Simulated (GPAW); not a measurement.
# C (Fd-3m) in GPAW: notebook, part 2 of 2

GPAW 26.7.0. The steps go on from the part before.

## Step 3: Band structure, PBE

Input file run.py:

```python
from ase.dft.bandgap import bandgap
from ase.io import read, write
from ase.units import GPa
from gpaw import GPAW, PW, setup_paths

setup_paths.insert(0, '.')

atoms = read('C.xyz')

calc = GPAW(mode=PW(1100),
            xc='PBE',
            kpts={'size': (10, 10, 10), 'gamma': True},
            occupations={'name': 'fermi-dirac', 'width': 0.05},
            setups='sg15',
            nbands=-7,
            convergence={'density': 1e-05, 'energy': 1e-05},
            maxiter=150,
            txt='gpaw.txt')
atoms.calc = calc
energy = atoms.get_potential_energy()
forces = atoms.get_forces()
stress = atoms.get_stress()
calc.write('gs.gpw')
write('result.traj', atoms)
print(f'Energy: {energy:.6f} eV')
print('Forces (eV/A):')
print(forces.round(4))
print('Stress (GPa):', (stress / GPa).round(3))
print('Fermi level:', round(calc.get_fermi_level(), 4), 'eV')
print(f'Gap: {bandgap(calc)[0]:.4f} eV, direct: {bandgap(calc, direct=True)[0]:.4f} eV')

path = atoms.cell.bandpath('GXWKGLUWLK,UX', npoints=80, eps=1e-4)
bs_calc = calc.fixed_density(kpts=path, symmetry='off', nbands=-14,
                             convergence={'bands': 'CBM+6.0', 'eigenstates': 1e-6}, txt='bands.txt')
bs = bs_calc.band_structure()
bs.write('bs.json')
print(f'Gap on the path: {bandgap(bs_calc)[0]:.4f} eV')
```

Input file C.xyz:

```xyz
2
Lattice="0.0000000000 1.7833700000 1.7833700000 1.7833700000 0.0000000000 1.7833700000 1.7833700000 1.7833700000 0.0000000000" Properties=species:S:1:pos:R:3 pbc="T T T"
C      2.6750550000      2.6750550000      2.6750550000
C      1.7833700000      1.7833700000      1.7833700000
```

Potentials or basis: SG15 ONCV 1.2, pw.

The run is started by

```bash
> OMP_NUM_THREADS=1 python run.py
```

gpaw.txt:

```text
__  _  _
 | _ |_)|_||  |
 |__||  | ||/\| - 26.7.0

Input parameters:
  mode=PW(ecut=1100.0),
  convergence={'density': 1e-05, 'energy': 1e-05},
  kpts=MonkhorstPack(size=(10, 10, 10), gamma=True),
  maxiter=150,
  nbands=-7,
  occupations=Occupations(name='fermi-dirac', width=0.05),
  setups={'default': 'sg15'},
  xc=XC(name='PBE')

Diagonalizing LCAO Hamiltonian
Converting LCAO to pw mode

          C
       C

Atoms  # Å, Bohr magnetons
|   | symbol |        x |        y |        z |    initial magnetic moments |
|---|--------|----------|----------|----------|-----------------------------|
| 0 |      C | 2.675055 | 2.675055 | 2.675055 | ( 0.0000,  0.0000,  0.0000) |
| 1 |      C | 1.783370 | 1.783370 | 1.783370 | ( 0.0000,  0.0000,  0.0000) |

Unit cell  # Å
| periodic |        x |        y |        z |  lengths |    angles |
|----------|----------|----------|----------|----------|-----------|
|      yes | 0.000000 | 1.783370 | 1.783370 | 2.522066 | 60.000000 |
|      yes | 1.783370 | 0.000000 | 1.783370 | 2.522066 | 60.000000 |
|      yes | 1.783370 | 1.783370 | 0.000000 | 2.522066 | 60.000000 |

Number of symmetries: 24
Symmetry operations  # r_c * U_cc + t_c -> r_c
|    | kind |            matrix            |
|----|------|------------------------------|
|  0 |  E   |  1, 0, 0,  0, 1, 0,  0, 0, 1 |
|  1 |  σ   |  1, 0, 0,  0, 0, 1,  0, 1, 0 |
|  2 |  σ   |  1, 0,-1,  0, 1,-1,  0, 0,-1 |
|  3 |  C3  |  1, 0,-1,  0, 0,-1,  0, 1,-1 |
|  4 |  C3  |  1,-1, 0,  0,-1, 1,  0,-1, 0 |
|  5 |  σ   |  1,-1, 0,  0,-1, 0,  0,-1, 1 |
|  6 |  σ   |  0, 1, 0,  1, 0, 0,  0, 0, 1 |
|  7 |  C3  |  0, 1, 0,  0, 0, 1,  1, 0, 0 |
|  8 |  C2  |  0, 1,-1,  1, 0,-1,  0, 0,-1 |
|  9 |  S4  |  0, 1,-1,  0, 0,-1,  1, 0,-1 |
| 10 |  C3  |  0, 0, 1,  1, 0, 0,  0, 1, 0 |
| 11 |  σ   |  0, 0, 1,  0, 1, 0,  1, 0, 0 |
| 12 |  S4  |  0, 0,-1,  1, 0,-1,  0, 1,-1 |
| 13 |  C3  |  0, 0,-1,  0, 1,-1,  1, 0,-1 |
| 14 |  S4  |  0,-1, 1,  1,-1, 0,  0,-1, 0 |
| 15 |  C2  |  0,-1, 1,  0,-1, 0,  1,-1, 0 |
| 16 |  C3  |  0,-1, 0,  1,-1, 0,  0,-1, 1 |
| 17 |  S4  |  0,-1, 0,  0,-1, 1,  1,-1, 0 |
| 18 |  S4  | -1, 1, 0, -1, 0, 1, -1, 0, 0 |
| 19 |  C3  | -1, 1, 0, -1, 0, 0, -1, 0, 1 |
| 20 |  C3  | -1, 0, 1, -1, 1, 0, -1, 0, 0 |
| 21 |  S4  | -1, 0, 1, -1, 0, 0, -1, 1, 0 |
| 22 |  σ   | -1, 0, 0, -1, 1, 0, -1, 0, 1 |
| 23 |  C2  | -1, 0, 0, -1, 0, 1, -1, 1, 0 |

BZ-sampling:
  Number of BZ points: 1000
  Number of IBZ points: 47

  Monkhorst-Pack size: [10, 10, 10]
  Monkhorst-Pack shift: [0.05, 0.05, 0.05]

K-points  # in reciprocal-cell coordinates
|     |                                coordinates |     weight |
|-----|--------------------------------------------|------------|
|   0 | (  0.00000000,   0.00000000,   0.00000000) | 0.00100000 |
|   1 | (  0.10000000,   0.10000000,   0.00000000) | 0.00600000 |
|   2 | (  0.10000000,   0.10000000,   0.10000000) | 0.00800000 |
|   3 | (  0.20000000,   0.10000000,   0.10000000) | 0.01200000 |
|   4 | (  0.20000000,   0.20000000,   0.00000000) | 0.00600000 |
|   5 | (  0.20000000,   0.20000000,   0.10000000) | 0.02400000 |
|   6 | (  0.20000000,   0.20000000,   0.20000000) | 0.00800000 |
|   7 | (  0.30000000,   0.20000000,   0.10000000) | 0.02400000 |
|   8 | (  0.30000000,   0.20000000,   0.20000000) | 0.02400000 |
|   9 | (  0.30000000,   0.30000000,   0.00000000) | 0.00600000 |
| ... |                                            |            |
|  46 | (  0.50000000,   0.50000000,   0.50000000) | 0.00400000 |

Plane wave coefficients: 960
Cutoff: 1100.0 eV

Spin-components: 1 (collinear spins)
Bands:           11
Projectors:      8
Spin-degeneracy: 2
Datatype:        complex128

Parallelization:
  kpt:    1
  domain: 1
  band:   1

Density:
  Valence electrons: 8.0
  Components: 1
  Grid points: [20 20 20]
  Charge: 0.0  # |e|

Potential:
  Grid points: [20 20 20]

species:
  Norm-conserving UPF setup:
    Element:    C
    Z:          6
    Valence:  4.0
  Projectors:
    l=0 rcut=1.45
    l=0 rcut=1.45
    l=1 rcut=1.45
    l=1 rcut=1.45
  No states stored on this setup
  Local potential cutoff: 1.68
  Comp charge cutoff:     1.68
  File: ./C_ONCV_PBE-1.2.upf

    LCAO basis set for C:
      Name: atompaw.sz
      This basis set was not loaded from a file
      Number of radial functions: 2
      Number of spherical harmonics: 4
        l=0, rc=8.9500 Bohr: 2s e=-0.504 f=2.000
        l=1, rc=8.9500 Bohr: 2p e=-0.195 f=2.000
      Number of RI-basis functions 0

Reference energy: 0.000000  # eV

eigensolver:
  PPCG
  Converge bands: occupied
  niter=2

density mixing:
  MSR1-Mixer
  Pratt-step length: 0.05
  Maximum mixing coefficient: 0.75
  Old densities: 10
  SVD Regularization: 0.005
  Good broyden scale: 1.0
  Trust region scale: 1.0
  Backstep threshold: 4.0
  History deletion threshold: 6.0
  Fourier metric: weight=20.0, sigma=0.015

occupation numbers:
  Fermi-Dirac:
    width: 0.0500  # eV

poisson solver:
  ecut: 8800.0  # eV

xc functional:
  name: PBE with 2 nearest neighbor stencil

convergence criteria:
[... 6 lines left out ...]
|iter     | |      energy | eigst |  dens |
|---------|-|-------------|-------|-------|
|iter:   1| | -310.724940 | +0.40 |       |
|iter:   2| | -310.644977 | -1.49 | -0.78 |
|iter:   3| | -310.059518 | -1.20 | -0.81 |
|iter:   4| | -310.045241 | -2.29 | -1.44 |
|iter:   5| | -310.044978 | -4.34 | -2.10 |
|iter:   6| | -310.044979 | -6.59 | -3.45 |
|iter:   7| | -310.044979c| -7.80c| -4.12 |
|iter:   8| | -310.044979c| -7.97c| -4.80 |
|iter:   9| | -310.044979c| -8.91c| -5.78c|

Converged in 9 steps
Energy contributions relative to reference atoms: (reference = 0.000000)

Energy contributions:
  Kinetic:         236.438316
  Coulomb:        -441.449463
  Zero:             -8.204121
  External:          0.000000
  Xc:              -96.829712
  Entropy:           0.000000
  Spinorbit:         0.000000
  ----------------------------
  Free energy:    -310.044979
  Extrapolated:   -310.044979

dipole moment: (2.125196, 2.125196, 2.125196)  # |e|*Ang

Fermi level: 13.048
Eigenvalues  # (at kpt = [0.000, 0.000, 0.000])
| band index |      eig [eV] | occ [0-2] |
|------------|---------------|-----------|
|          0 |       -10.210 |     2.000 |
|          1 |        11.224 |     2.000 |
|          2 |        11.224 |     2.000 |
|          3 |        11.224 |     2.000 |
|          4 |        16.823 |     0.000 |
|          5 |        16.823 |     0.000 |
|          6 |        16.823 |     0.000 |
|          7 |        24.572 |     0.000 |
|          8 |        30.553 |     0.000 |
|          9 |        38.008 |     0.000 |
|         10 |        38.693 |     0.000 |

Gap: 4.215 eV
Transition (v -> c):
  (s=0, k=0, n=3, [0.00, 0.00, 0.00]) -> (s=0, k=24, n=4, [0.40, 0.40, 0.00])
Direct/indirect transitions are different
Direct gap: 5.599 eV
Transition at: (s=0, k=0, n=3, [0.00, 0.00, 0.00])

Forces  # eV/Ang
|       x |        y |       z |
|---------|----------|---------|
| 0.00000 |  0.00000 | 0.00000 |  # C    0
| 0.00000 | -0.00000 | 0.00000 |  # C    1

Stress tensor  # eV/Ang^3
|         x |         y |         z |
|-----------|-----------|-----------|
| -0.003663 | -0.000000 |  0.000000 |
| -0.000000 | -0.003663 |  0.000000 |
|  0.000000 |  0.000000 | -0.003663 |

# Writing to gs.gpw (mode='')
```

It took 16 s on 1 thread of Arm Neoverse V2, shared host; peak memory 0.19 GiB.

Results:

- Free energy: -310.0450 eV
- Pressure: 0.6 GPa
- Band gap on the k mesh: 4.22 eV, indirect (least direct gap 5.60 eV)
- Band gap along the path: 4.17 eV, indirect (least direct gap 5.60 eV)

Levels at the corners of the path, in eV from the valence-band top:
```
point  band 1  band 2  band 3  band 4  band 5  band 6  band 7
    Γ  -21.43    0.00    0.00    0.00    5.60    5.60    5.60
    X  -12.73  -12.73   -6.29   -6.29    4.81    4.81   16.76
    W  -11.94  -11.94   -8.31   -8.31   10.65   10.65   12.32
    K  -12.94  -11.70   -9.30   -5.36    5.72   10.77   14.34
    Γ  -21.43    0.00    0.00    0.00    5.60    5.60    5.60
    L  -15.66  -13.35   -2.80   -2.80    8.48    8.48    8.89
    U  -12.94  -11.70   -9.30   -5.36    5.72   10.77   14.34
    W  -11.94  -11.94   -8.31   -8.31   10.65   10.65   12.32
    L  -15.66  -13.35   -2.80   -2.80    8.48    8.48    8.89
    K  -12.94  -11.70   -9.30   -5.36    5.72   10.77   14.34
    U  -12.94  -11.70   -9.30   -5.36    5.72   10.77   14.34
    X  -12.73  -12.73   -6.29   -6.29    4.81    4.81   16.76
```

## Step 4: Equation of state, revPBE+D3(BJ)

Input file run.py:

```python
from ase.calculators.mixing import SumCalculator
from ase.eos import EquationOfState
from ase.io import Trajectory, read
from ase.units import GPa
from dftd3.ase import DFTD3
from gpaw import GPAW, PW

atoms = read('C.xyz')

traj = Trajectory('eos.traj', 'w')
volumes, energies = [], []
for x in [0.94, 0.96, 0.98, 1.0, 1.02, 1.04, 1.06]:
    a = atoms.copy()
    a.set_cell(atoms.cell * x**(1 / 3), scale_atoms=True)
    calc = GPAW(mode=PW(800),
                xc='revPBE',
                kpts={'size': (10, 10, 10), 'gamma': True},
                occupations={'name': 'fermi-dirac', 'width': 0.05},
                nbands=11,
                convergence={'density': 1e-05, 'energy': 1e-05},
                maxiter=150,
                txt=f'eos-{x:.2f}.txt')
    a.calc = SumCalculator([calc, DFTD3(method='revpbe', damping='d3bj')])
    energies.append(a.get_potential_energy())
    volumes.append(a.get_volume())
    p = -a.get_stress()[:3].mean() / GPa
    calc.write(f'eos-{x:.2f}.gpw')
    traj.write(a)
    print(f'{x:.2f} {volumes[-1]:10.4f} A^3 {energies[-1]:14.6f} eV {p:9.3f} GPa', flush=True)

v0, e0, B = EquationOfState(volumes, energies, eos='birchmurnaghan').fit()
print(f'V0 = {v0:.4f} A^3, E0 = {e0:.6f} eV, B0 = {B / GPa:.2f} GPa')
```

C.xyz is that of step 3.

Potentials or basis: the program's PAW data sets (release 1.2.1) made for this functional, pw.

The run is started by

```bash
> OMP_NUM_THREADS=1 python run.py
```

It took 44 s on 1 thread of Arm Neoverse V2, shared host; peak memory 0.18 GiB.

It converged, with:

- Equilibrium volume: 5.62 Å³/atom
- Bulk modulus: 441 GPa
- Pressure derivative of the bulk modulus: 3.7

Energy against volume, from the lowest point:
| volume (Å³/atom) | energy (meV/atom) |
| --- | --- |
| 5.332 | 21.17 |
| 5.445 | 7.01 |
| 5.558 | 0.21 |
| 5.672 | 0.00 |
| 5.785 | 5.81 |
| 5.899 | 17.16 |
| 6.012 | 33.45 |

## Step 5: Overview

| task | level | potentials or basis | cutoff (eV) | band path | band points | gap on the mesh (eV) |
| --- | --- | --- | --- | --- | --- | --- |
| band structure | vdW-DF2 | GPAW PAW data sets (gpaw-data 1.2.1), pw | 800 | GXWKGLUWLK,UX | 60 | 4.71 |
| band structure | PBE | SG15 ONCV 1.2, pw | 1100 | GXWKGLUWLK,UX | 80 | 4.22 |
| equation of state | revPBE+D3(BJ) | the program's PAW data sets (release 1.2.1) made for this functional, pw | 800 | - | - | - |

Alike in all rows: no spin polarisation; cell as given; k mesh 10 × 10 × 10; smearing fermi-dirac 0.05 eV.

Caveats: the PAW data sets were made with another functional, which shifts forces and pressure a little (some runs).

Total energies depend on the potentials used, so only differences within one code and one set of settings carry meaning.

## Step 6: How close it comes

Step 4. Measured bulk modulus of C: 444.8 GPa (quoted in “Equation of state of cubic boron nitride at high pressures and temperatures”, 2007, arxiv:cond-mat/0702656). This calculation gives 441 GPa (-0.8 %). 3 values of this kind are on record (442 to 444.8 GPa); this one was drawn at random among those near their median, those with a stated uncertainty first. The fit is for a static lattice scaled at fixed shape and fixed fractional positions. The cell as given is a measured one (5.67 Å³/atom); revPBE+D3(BJ) puts the equilibrium volume -0.9 % from it, thermal expansion not counted.
